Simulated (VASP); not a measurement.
The input files of a VASP run:

INCAR:
```
ALGO = Normal   ! blocked Davidson
LCHARG = T
LASPH = T   ! aspherical one-centre terms
LMAXMIX = 4   ! l cut-off of mixed one-centre charges
GGA = PE   ! PBE
SYSTEM = RuO2
NEDOS = 601
ISIF = 2   ! forces and stress, cell fixed
EDIFF = 1E-7
ENCUT = 520
ISMEAR = -5   ! tetrahedra, Bloechl
LORBIT = 11
NELM = 100   ! most electronic steps
LWAVE = F
LEFG = T
PREC = Accurate
LREAL = F   ! projection in real space or not
```

KPOINTS:
```
Automatic mesh
0
Gamma
8 8 11
0 0 0
```

POSCAR:
```
RuO2
4.5223190
  0.9999999108   0.0000000000   0.0000000000
  0.0000000000   0.9999999108   0.0000000000
  0.0000000000   0.0000000000   0.6908227892
Ru O
2 4
Cart
  0.0000000000   0.0000000000   0.6908227892
  0.4999999554   0.4999999554   0.3454113946
  0.3057749718   0.3057749718   0.0000000000
  0.8057749272   0.1942249836   0.3454113946
  0.1942249836   0.8057749272   0.3454113946
  0.6942249390   0.6942249390   0.6908227892
```

POTCAR, in this order: Ru_pv O (PBE.64 set). Program: vasp_std.

Problem. Write an equivalent input for Quantum ESPRESSO's pw.x.

Solution. One equivalent input (not run):
```
&CONTROL
  calculation = 'scf'
  pseudo_dir = './pseudo'
  outdir = './out'
  tprnfor = .true.
  tstress = .true.
/
&SYSTEM
  ibrav = 0
  nat = 6
  ntyp = 2
  ecutwfc = 84
  occupations = 'tetrahedra'
  input_dft = 'pbe'
/
&ELECTRONS
  conv_thr = 7.3e-09
  electron_maxstep = 100
/
ATOMIC_SPECIES
  Ru 101.070 Ru.upf
  O 15.999 O.upf
CELL_PARAMETERS angstrom
     4.5223186    0.0000000    0.0000000
    -0.0000000    4.5223186    0.0000000
     0.0000000    0.0000000    3.1241210
ATOMIC_POSITIONS crystal
  Ru   0.0000000  0.0000000  1.0000000
  Ru   0.5000000  0.5000000  0.5000000
  O    0.3057750  0.3057750  0.0000000
  O    0.8057750  0.1942250  0.5000000
  O    0.1942250  0.8057750  0.5000000
  O    0.6942250  0.6942250  1.0000000
K_POINTS automatic
  8 8 11 0 0 0
```
The two are equivalent in intent, not identical: the potentials are each code's own (VASP's PAW set, PseudoDojo norm-conserving files in pw.x), so ENCUT and ecutwfc are chosen apart and not converted; conv_thr bounds pw.x's estimated SCF error, while EDIFF bounds the energy change between steps; the field gradients of LEFG aren't asked of the other code.

The compound is RuO2 in the rutile structure. It was relaxed first.
